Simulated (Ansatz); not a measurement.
**Gold, simple cubic under RPBE: from relaxation to bulk modulus**

Aim: take gold in the simple cubic structure, relax it, solve it on a dense k-mesh, then scale the cell to 7 volumes from 88 to 112 % of the relaxed one and try a fit of the equation of state. Spin polarisation is left out. The k-meshes are 12×12×12 for the relaxation; 18×18×18 for the dense run; 13×13×13 for the volumes.

This is Au in the simple cubic structure; at room conditions it is fcc.

Program: Ansatz 0.2.0. Level of theory: DFT RPBE, plane waves (420 eV) with PAW, scalar-relativistic; the PAW data stem from PBE, with regenerated cores. These are calculated values, not measurements.

**1. Starting point**

The structure is cubic, space group Pm-3m (No. 221). The conventional cell has a = 2.636 Å, b = 2.636 Å, c = 2.636 Å, α = 90.00°, β = 90.00°, γ = 90.00°. Au (site symmetry m-3m) has 6 Au at 2.64 Å as nearest neighbours.

Structure file:

```
CELL_PARAMETERS angstrom
2.63589 0.00000 0.00000
0.00000 2.63589 0.00000
0.00000 0.00000 2.63589
ATOMIC_POSITIONS crystal
Au 0.00000 0.00000 0.00000
```

**2. Geometry optimisation**

Input file input.yaml:

```yaml
crystal:
  lattice:
    - [2.6358905191, 0.0, 0.0]
    - [0.0, 2.6358905191, 0.0]
    - [0.0, 0.0, 2.6358905191]
  atoms:
    - { symbol: Au, position: [0.0, 0.0, 0.0] }
hamiltonian:
  xc: rpbe
  pseudopotentials:
    kind: paw
    azcp:
      Au: "pseudopotentials/Au.paw.azcp"
basis:
  ecutwfc: 420
  fft_grid_basis: typed
kpoints:
  mp_grid: { grid: [12, 12, 12], shift: [0, 0, 0] }
magnetization:
  spin_polarized: false
scf:
  occupations: { method: fermi_dirac, width: 0.1 }
relax:
  max_steps: 60
  f_tol: 0.01
  cell: {}
output:
  write_density: true
  write_potential: true
  elf: true
  volumetric_format: npy
```

After this run come: Single point on a dense mesh; At 88 % of the relaxed volume; At 92 % of the relaxed volume; At 96 % of the relaxed volume; At 100 % of the relaxed volume; At 104 % of the relaxed volume; At 108 % of the relaxed volume; At 112 % of the relaxed volume.

**Question.** What will these runs give? Wanted: space group; conventional cell; volume; shortest distance; gap on the mesh; relative to fcc; V₀, B₀, B₀′.

As calculated:

```
                      quantity                         value
space group (spins left aside)               Pm-3m (No. 221)
             conventional cell                   a = 2.779 Å
                        volume                21.464 Å³/atom
             shortest distance                       2.779 Å
               gap on the mesh  none (levels filled in part)
               relative to fcc                 +167 meV/atom
                   V₀, B₀, B₀′   21.466 Å³/atom, 90 GPa, 5.9
```

**Reading.** The relaxation enlarged the cell by 17.2 % in volume. It lies 167 meV/atom above the element's reference form at the same level (fcc, from a run of its own). No gap shows: it is a metal or semimetal at this level. B₀ comes out at 90 GPa. The symmetry was held, so the structure may be unstable against distortions that break it.
